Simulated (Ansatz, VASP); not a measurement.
## Al in VASP and in Ansatz

```
CELL_PARAMETERS angstrom
2.75035 0.00000 0.00000
0.00000 2.75035 0.00000
0.00000 0.00000 2.75035
ATOMIC_POSITIONS crystal
Al 0.00000 0.00000 0.00000
```

Alike in both runs: task single point; functional BLYP; k mesh 13 × 13 × 13; occupations fermi-dirac, width 0.1 eV; no spin polarisation.

|  | VASP | Ansatz |
| --- | --- | --- |
| version | VASP 6.6.1 | Ansatz 0.2.0 |
| potentials or method | VASP PAW PBE potentials, release 64 (Al) | plane waves (420 eV) with PAW, scalar-relativistic |
| plane-wave cutoff (eV) | 520 | 420 |
| valence electrons in the cell | 3 | 3 |

|  | VASP | Ansatz | Ansatz less VASP |
| --- | --- | --- | --- |
| pressure (GPa) | 1.8 | 1.8 | -0.07 |

Caveats: the PAW data sets were made with another functional, which shifts forces and pressure a little (VASP).
